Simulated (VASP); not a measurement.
**As: relaxation of cell and atoms with PBEsol+D3(BJ)**

The system is As.

```
CELL_PARAMETERS angstrom
1.86368 -5.28187 0.00000
1.86368 5.28187 0.00000
0.00000 0.00000 4.09461
ATOMIC_POSITIONS crystal
As 0.11578 0.88422 0.04689
As 0.61578 0.38422 0.45311
As 0.88422 0.11578 0.95311
As 0.38422 0.61578 0.54689
```

This isn't the form of As at room conditions, which is rhombohedral.

```json
{"Program": "VASP 6.6.1", "Task": "relaxation of cell and atoms", "Functional": "PBEsol", "Dispersion": "D3(BJ)", "Potentials or basis": "VASP PAW PBE potentials, release 64 (As)", "Cutoff": "250 eV", "k mesh": "10 × 10 × 8", "Occupations": "gaussian, width 0.02 eV", "Spin": "no spin polarisation", "Further INCAR settings": "ALGO = Fast; EDIFF = 1e-07; IBRION = 2; EDIFFG = -0.002; NSW = 80; ISIF = 3"}
```

- Relaxed volume: 20.13 Å³/atom
- Relaxed cell: a = 5.600 Å, b = 5.600 Å, c = 4.090 Å, α = 90.00°, β = 90.00°, γ = 141.10°
- Space group after relaxing (to 0.05 Å): Cmce (No. 64)
- Energy gained by relaxing: 0.0 meV/atom
- Ionic steps: 5
- Pressure after relaxing: 0.0 GPa
- Band gap on the k mesh: none (metal or under the smearing width)
- Dispersion energy per atom: -0.393 eV

Final structure:
```xyz
4
Lattice="1.8646 -5.2801 0.0000 1.8646 5.2801 0.0000 0.0000 0.0000 4.0898" Properties=species:S:1:pos:R:3 pbc="T T T"
As    1.8646    4.0572    0.1911
As    1.8646   -1.2230    1.8538
As    1.8646   -4.0572    3.8987
As    1.8646    1.2230    2.2360
```

Levels at points of the mesh, in eV from the Fermi level:
```csv
k point,band 7,band 8,band 9,band 10,band 11,band 12,band 13,band 14
"(0.00, 0.00, 0.00)",-3.42,-2.52,-1.86,-0.67,2.22,2.79,3.02,4.19
"(0.50, 0.00, 0.00)",-2.18,-2.18,-1.77,-1.77,0.71,0.71,1.49,1.49
"(0.50, 0.50, 0.00)",-3.99,-1.80,-1.46,-0.69,0.02,2.26,2.63,3.59
"(0.00, 0.00, 0.50)",-1.97,-1.97,-0.34,-0.34,0.82,0.82,1.29,1.29
"(0.50, 0.00, 0.50)",-5.00,-5.00,-1.80,-1.80,1.97,1.97,6.04,6.04
"(0.50, 0.50, 0.50)",-1.41,-1.41,-1.02,-1.02,1.36,1.36,2.11,2.11
```

It took 94 s on 1 thread of Intel(R) Xeon(R) Platinum 8488C (Sapphire Rapids), on a shared host, peak memory 0.2 GiB.

Caveat: the cutoff is under 1.25 times the usual one of these potentials, so pressure, stress and relaxed cells hold a basis-set (Pulay) error; the PAW data sets were made with another functional, which shifts forces and pressure a little; pairwise dispersion overbinds metals, which lowers pressure and volume.
